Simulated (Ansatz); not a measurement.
# Hf (Im-3m) in Ansatz: settings compared, part 2 of 2

Ansatz 0.2.0. The steps go on from the part before.

## (6) Relaxation of cell and atoms, PBEsol+D3(BJ)

input.yaml reads:

```yaml
crystal:
  lattice:
    - [-1.805, 1.805, 1.805]
    - [1.805, -1.805, 1.805]
    - [1.805, 1.805, -1.805]
  atoms:
    - { symbol: Hf, position: [0.0, 0.0, 0.0] }
hamiltonian:
  xc: pbesol
  pseudopotentials: { kind: paw }
  dispersion: d3bj
kpoints:
  mp_grid: { grid: [10, 10, 10] }
scf:
  occupations: { method: fermi_dirac, width: 0.05 }
output:
  forces: true
  stress: true
  eigenvalues: true
relax:
  f_tol: 0.01
  max_steps: 40
  cell: { stress_tol: 0.05 }
```

Potentials or basis: Ansatz PAW.

Launch:

```
$ ansatz run input.yaml --threads 2 --pin off --max-ram 5632MiB --backend cpu --events-out ev --progress --plain --runs-dir out
```

Log:

```text
Warning: RAYON_NUM_THREADS=2 ignored (pool sized by the plan → 2); use --threads N
Engine: ansatz 0.2.0, aarch64-unknown-linux-gnu
Pseudopotentials: kind: paw
Pseudopotential: Hf, paw, valence charge 26, recommended cutoff 420 eV (normal), Hf.paw.azcp
Functional definition: PBEsol
  exchange = pbesol_x
  correlation = pbesol_c
Crystal: 1 atoms, lattice volume = 23.523 Å³
Basis set: ecut = 420 eV, 459 PW (Γ), exchange–correlation on 48×48×48 points (8 copies of the dense FFT grid, shifted against one another)
Bands: 17, of which v1, the nominal top of the filled ones, is band 13 counted from 1 (12 counted from 0)
Symmetry: 48 space group operations
Space group: Im-3m (ITA 229), of the structure as read, at distance tolerance 2.9e-5 Å
k-points: 47 of 1000
Non-local potential: Hf, projectors of the file, l = 0: 3, l = 1: 2, l = 2: 2, l = 3: 3
PAW form: soft (Blöchl's): semilocal exchange-correlation on the pseudo side does not see the compensation charge
PAW frozen core: Hf, regenerated for the run's functional, and the local potential with it (the file was generated under x = pbe(κ = 0.804, μ = 0.2195149727645171), c = pbe(β = 0.06672455060314922))
PAW one-centre angular grid: Hf, 590 points (default); XC on 64 Gauss nodes
Initial density: superposition of atomic densities (neutral atoms: chi_scale 0, normalization atom), corrected by the library's trained network
Initial wavefunctions: pseudopotential atomic-orbital guess
Functional: x = pbesol(κ = 0.804, μ = 0.12345679012345678), c = pbesol(β = 0.046)
SCF iter   1: F=—  HF=-15598.288792 eV  |F-HF|=—  |Δ(HF+E_count)|=         —  Δρ=2.97e-3  dr2=1.25e-3  ethr=1.77e-3  ⟨swp⟩=4.9  Hψ=3363  notcnv=0
preconditioner: auto → Kerker (q_TF=auto, 2.774 Å⁻¹)  [metal: Δε(μ)=0.045 eV  Ē_g=18.333 eV  σ=0.050 eV  W_gap=0.21  n_scr=12 (ndim 8)  ℏωp=37.5 eV  f_vac=0.000  D(μ)=1.77/eV (n_scr^D=18)]
SCF iter   2: F=—  HF=-15598.288649 eV  |F-HF|=—  |Δ(HF+E_count)|=   1.42e-4  Δρ=1.76e-3  dr2=4.94e-4  ethr=4.82e-6  ⟨swp⟩=2.7  Hψ=1758  notcnv=0
SCF iter   3: F=—  HF=-15598.288700 eV  |F-HF|=—  |Δ(HF+E_count)|=   5.03e-5  Δρ=7.62e-4  dr2=9.13e-5  ethr=1.90e-6  ⟨swp⟩=2.0  Hψ=1129  notcnv=0
SCF iter   4: F=—  HF=-15598.288615 eV  |F-HF|=—  |Δ(HF+E_count)|=   8.51e-5  Δρ=1.78e-4  dr2=4.77e-6  ethr=3.51e-7  ⟨swp⟩=2.0  Hψ=1327  notcnv=0
SCF iter   5: F=—  HF=-15598.288615 eV  |F-HF|=—  |Δ(HF+E_count)|=   6.04e-7  Δρ=4.08e-5  dr2=2.90e-7  ethr=1.83e-8  ⟨swp⟩=1.5  Hψ=857  notcnv=0
SCF iter   6: F=-15598.288615 eV  HF=-15598.288615 eV  |F-HF|=7.72e-9  |Δ(HF+E_count)|=   1.15e-7  Δρ=5.90e-6  dr2=4.93e-9  ethr=3.85e-10  ⟨swp⟩=4.8  Hψ=3067  notcnv=0
SCF 1 converged in 6 iterations: F = -15598.288615 eV  dr2 = 4.93e-9
[... 49 lines left out ...]
SCF converged after 7 iterations
Free energy (F): -15598.417728 eV
Harris-Foulkes:  -15598.417728 eV  (|F-HF|=3.64e-12)
Internal energy: -15598.404756 eV  (E = F + TS)
E sigma→0 (E₀):  -15598.411242 eV
Entropy (-TS):   -0.012973 eV (-12.973 meV/atom)
Fermi energy:    21.412041 eV
--- Per-component energies (eV) ---
  E_band       = 89.617095
  E_kinetic    = 428.275027
  E_local      = -4837.634643  (includes V_loc(G=0)·N_el)
  E_nonlocal   = -1238.441677
  E_hartree    = 2293.777055
  E_xc         = -298.922920
  E_vxc        = -267.529704  (∫ρ·V_xc dr)
  E_paw        = -6808.007789  (= ΣΔE_a)
  E_vpaw       = 1417.394060  (= ΣTr[D̂ρ^β])
  E_aug_tail   = -0.000001  (compensation charges beyond the density's cutoff)
  E_ewald      = -5138.140298
  E_disp       = -0.560601  (pairwise vdW)
  E_core_change = 1.251092  (= ΣΔE_core)
  E_smearing   = -0.012973  (= −TS)
  E_closure    = 0.000000  (closes the sum)
  Σ components = -15598.417728   (vs F -15598.417728, Δ=0.00e0)
--- Forces (eV/Å), atoms counted from 1 ---
  atom   1  Hf     0.00000000    -0.00000000    -0.00000000
  max |Σ_I F_I| component: 2.63e-31 eV/Å
--- Stress (GPa, compression-positive) ---
       -0.017370      -0.000000      -0.000000
        0.000000      -0.017370       0.000000
        0.000000       0.000000      -0.017370
  P = ⅓ Tr σ = -0.0174 GPa (-0.174 kbar)
--- Band table (eV; the first three rows and the last of 47) ---
  k-point 0: bands = ["-39.9065", "-8.0777", "-8.0777", "-8.0777", "10.1366", "10.1366", "10.1366", "10.2323", "10.2323", "10.2323", "10.2725", "14.0720", "22.9363", "22.9363", "22.9363", "25.9922", "25.9922"]
  k-point 1: bands = ["-39.8969", "-8.1916", "-8.1124", "-8.0785", "10.1395", "10.1432", "10.1432", "10.2259", "10.2297", "10.2300", "10.2642", "14.4781", "22.6563", "22.8123", "23.3476", "25.5843", "25.9916"]
  k-point 2: bands = ["-39.8716", "-8.4799", "-8.2022", "-8.0804", "10.1458", "10.1609", "10.1610", "10.2108", "10.2156", "10.2255", "10.2515", "15.5626", "22.0122", "22.2564", "24.5397", "25.3248", "26.0640"]
  k-point 46: bands = ["-39.7299", "-8.8396", "-8.8396", "-8.8396", "10.1179", "10.1791", "10.1791", "10.1791", "10.2441", "10.2441", "10.2441", "18.4027", "18.4027", "28.8294", "28.8294", "28.8294", "29.3435"]
--- Relaxed structure (4 steps of the walk, 4 accepted, 1 SCFs on fresh bases) ---
  F+E_penalty+E_count = -15598.41772812 eV   max|allowed force component| = 0.000e0 eV/Å   (the final SCF, on the basis selected at the relaxed cell)
  cell:  # Å, volume = 20.4827 Å³
    - [-1.7236237173364304, 1.7236237173364304, 1.7236237173364304]
    - [1.7236237173364304, -1.7236237173364304, 1.7236237173364304]
    - [1.7236237173364304, 1.7236237173364304, -1.7236237173364304]
  atoms:
    - { symbol: Hf, position: [0.0, 0.0, 0.0] }
```

Wall time 4.6 s (2 threads of Arm Neoverse V1, shared host); peak memory 0.3 GiB.

Results:

```
Free energy                            : -15598.4177 eV
Relaxed volume                         : 20.48 Å³/atom
Relaxed cell                           : a = 2.985 Å, b = 2.985 Å, c = 2.985 Å, α = 109.47°, β = 109.47°, γ = 109.47°
Space group after relaxing (to 0.05 Å) : Im-3m (No. 229)
Energy gained by relaxing              : 129.1 meV/atom
Ionic steps                            : 5
Pressure after relaxing                : 0.0 GPa
Band gap on the k mesh                 : none (metal or under the smearing width)
```

Step by step:
```csv
step,energy change (eV),largest force (eV/Å),volume (Å³)
1,0.0000,0.0000,23.52
2,-0.1288,0.0000,20.25
3,-0.1297,0.0000,20.52
4,-0.1297,0.0000,20.48
5,-0.1291,0.0000,20.48
```

Final structure:
```cif
data_structure
_symmetry_space_group_name_H-M 'P 1'
_symmetry_Int_Tables_number 1
_cell_length_a 2.9854
_cell_length_b 2.9854
_cell_length_c 2.9854
_cell_angle_alpha 109.471
_cell_angle_beta 109.471
_cell_angle_gamma 109.471
_cell_volume 20.48
loop_
_atom_site_label
_atom_site_type_symbol
_atom_site_fract_x
_atom_site_fract_y
_atom_site_fract_z
_atom_site_occupancy
Hf1 Hf 0.00000 0.00000 0.00000 1
```

Levels at points of the mesh, in eV from the Fermi level:
```
              k point  band 10  band 11  band 12  band 13  band 14  band 15  band 16  band 17
   (0.00, 0.00, 0.00)   -11.18   -11.14    -7.34     1.52     1.52     1.52     4.58     4.58
  (0.00, 0.00, -0.50)   -11.18   -11.16    -3.70    -0.72     1.43     4.46     5.56     8.38
(-0.50, -0.50, -0.50)   -11.17   -11.17    -3.01    -3.01     7.42     7.42     7.42     7.93
```

Caveat: the plane-wave basis is chosen anew once the cell has moved, so the energies of steps on either side of that aren't comparable; the volume moved by -13 % from the deposited cell, more than functionals usually miss; pairwise dispersion overbinds metals, which lowers pressure and volume; the PAW data sets come from PBE, with cores solved anew for the run's functional, which leaves a small shift of forces and pressure. The run has no spin-orbit coupling, so splittings on Hf are missing.

## (7) The runs side by side

| task | level | cell | smearing | gap on the mesh (eV) | pressure (GPa) | relaxed volume (Å³/atom) |
| --- | --- | --- | --- | --- | --- | --- |
| single point | PBE | as given | gaussian 0.025 eV | none | -5.0 | - |
| single point | PBE | as given | gaussian 0.026 eV | none | -5.0 | - |
| relaxation of cell and atoms | PBE+D3(BJ) | relaxed | fermi-dirac 0.05 eV | none | 0.0 | 21.57 |
| relaxation of cell and atoms | PBE+D4 | relaxed | fermi-dirac 0.05 eV | none | 0.0 | 21.99 |
| relaxation of cell and atoms | PBEsol+D3(BJ) | relaxed | fermi-dirac 0.05 eV | none | 0.0 | 20.48 |

Alike in all rows: potentials or basis Ansatz PAW; no spin polarisation; k mesh 10 × 10 × 10; cutoff (eV) 420.

Caveats: the plane-wave basis is chosen anew once the cell has moved, so the energies of steps on either side of that aren't comparable (some runs); pairwise dispersion overbinds metals, which lowers pressure and volume (some runs); the volume moved by -13 % from the deposited cell, more than functionals usually miss (some runs); the PAW data sets come from PBE, with cores solved anew for the run's functional, which leaves a small shift of forces and pressure (some runs).

Absolute energies hang on the potentials; compare differences alone.
